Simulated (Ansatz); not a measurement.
AgCl (Chlorargyrite):

```
Ag Cl
1.0
     0.00000    2.73500    2.73500
     2.73500    0.00000    2.73500
     2.73500    2.73500    0.00000
Ag Cl
1 1
Direct
  0.00000 0.00000 0.00000
  0.50000 0.50000 0.50000
```

Base run:

- Program: Ansatz 0.2.0
- Functional: HSE06
- Potentials or basis: all-electron PAW datasets made for the crystal
- Cutoff: 290 eV (chosen from the basis error)
- k mesh: 6 × 6 × 6
- Occupations: fermi-dirac, width 0.05 eV
- Spin: no spin polarisation

Its results: band gap on the k mesh 2.40 eV, indirect (least direct gap 4.82 eV); pressure 3.7 GPa.

Q: The run is repeated on the same cell with these changes: functional from HSE06 to PBE0. What comes out?

A: Band gap on the k mesh 3.10 eV, indirect (least direct gap 5.52 eV); pressure 3.6 GPa.

A k mesh can miss the band edges.
